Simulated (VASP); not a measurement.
ZnO, 8 atoms in the cell. The structure is tetragonal, space group P4_2/mnm (No. 136). Conventional cell: a = 5.513 Å, b = 5.513 Å, c = 3.242 Å, α = 90.00°, β = 90.00°, γ = 90.00°. Zn (site symmetry m2m) is surrounded by 4 O at 1.94 to 2.01 Å. Around O (site symmetry m2m) lie 4 Zn at 1.94 to 2.01 Å. Measurements of this composition are mostly on another form, of space group No. 186.

```yaml
Program: VASP 6.6.1
Task: single point
Functional: PBEsol
Potentials_or_basis: VASP PAW PBE potentials, release 64 (Zn, O)
Cutoff: 520 eV
k_mesh: 6 × 6 × 8
Occupations: gaussian, width 0.02 eV
Spin: no spin polarisation
Dipole_correction: no
Further_INCAR_settings: ALGO = Fast; EDIFF = 1e-06; NBANDS = 46
```

Potentials or basis: VASP PAW PBE potentials, release 64 (Zn, O).

The run is started by

```console
$ cat potpaw_PBE.64/Zn/POTCAR potpaw_PBE.64/O/POTCAR > POTCAR
$ mpirun -np 1 vasp_std > vasp.out
```

Hardware: 1 thread of Intel(R) Xeon(R) 6975P-C (Granite Rapids) (shared host).

Problem. Estimate the wall time of this run.

Solution. Wall time 110 s on 1 thread of Intel(R) Xeon(R) 6975P-C (Granite Rapids), with other jobs on the host, peak memory 0.29 GiB. Counts: scf iterations 16, k points 50.
